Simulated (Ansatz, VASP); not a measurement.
Pd in VASP and in Ansatz

The input INCAR:

```
ALGO = Normal
EDIFF = 1E-6
ENCUT = 520
GGA = CA
ISIF = 2
ISMEAR = -1
LASPH = T
LCHARG = F
LREAL = F
LWAVE = F
NBANDS = 11
NELM = 60
PREC = Accurate
SIGMA = 0.05
```

Contents of KPOINTS:

```
k-points
0
Gamma
  12 12 12
```

File POSCAR:

```
Pd
1.0
   -1.5826937604      1.5826937604      1.5826937604
    1.5826937604     -1.5826937604      1.5826937604
    1.5826937604      1.5826937604     -1.5826937604
Pd
1
Direct
    0.0000000000      0.0000000000      0.0000000000
```

File input.yaml:

```yaml
crystal:
  lattice:
    - [-1.5826937604, 1.5826937604, 1.5826937604]
    - [1.5826937604, -1.5826937604, 1.5826937604]
    - [1.5826937604, 1.5826937604, -1.5826937604]
  atoms:
    - { symbol: Pd, position: [0.0, 0.0, 0.0] }
kpoints:
  mp_grid: { grid: [12, 12, 12] }
scf:
  occupations: { method: fermi_dirac, width: 0.05 }
hamiltonian:
  xc: lda
  pseudopotentials: { kind: all_electron, lapw: { basis_error: 0.001 } }
output:
  forces: true
  stress: true
  eigenvalues: true
```

Change from the starting cell: volume scaled by 1.02.

Alike in both runs: task single point; functional LDA; k mesh 12 × 12 × 12; occupations fermi-dirac, width 0.05 eV; no spin polarisation.

|  | VASP | Ansatz |
| --- | --- | --- |
| version | VASP 6.6.1 | Ansatz 0.2.0 |
| potentials or method | VASP PAW LDA potentials, release 64 (Pd) | all-electron LAPW, scalar-relativistic |
| plane-wave cutoff (eV) | 520 | see its input |

Ansatz gave:

| Item | Value |
| --- | --- |
| gap on the k mesh at the Fermi level (eV) | none |
| pressure (GPa) | -17.8 |

What did VASP give for the same quantities?

gap on the k mesh at the Fermi level (eV): none; pressure (GPa): -17.6.

A gap of «none» marks a metal or a gap that the smearing closes. Ansatz ran all-electron here, so the differences hold the error of VASP's frozen core and of both bases.

Caveats: so large a pressure means that the cell lies far from this level's equilibrium, or that cutoff or potentials fall short (VASP).
